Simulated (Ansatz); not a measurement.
Crystal: Au.

```
Au
1.0
     2.90000    0.00000    0.00000
    -1.45000    2.51147    0.00000
     0.00000    0.00000    4.88000
Au
2
Direct
  0.66667 0.33333 0.25000
  0.33333 0.66667 0.75000
```

This isn't the form of Au at room conditions, which is fcc.

Base run:

| Property | Result |
| --- | --- |
| Program | Ansatz 0.2.0 |
| Functional | PBEsol |
| Potentials or basis | Ansatz PAW |
| Cutoff | 420 eV (not typed: the program's choice for these potentials) |
| k mesh | 11 × 11 × 6 |
| Occupations | fermi-dirac, width 0.05 eV |
| Spin | spin-orbit coupling, no magnetisation |

Its results: band gap on the k mesh none (metal or under the smearing width); pressure -8.0 GPa.

The run is repeated on the same cell with these changes: spin from spin-orbit coupling, no magnetisation to no spin polarisation; potential files from those of the base run to others of the same set. What comes out?

Band gap on the k mesh none (metal or under the smearing width); pressure -6.4 GPa.

Caveats: the PAW data sets come from PBE, with cores solved anew for the run's functional, which leaves a small shift of forces and pressure; spin-orbit coupling is left out, which moves the levels of the heavy elements (some runs).
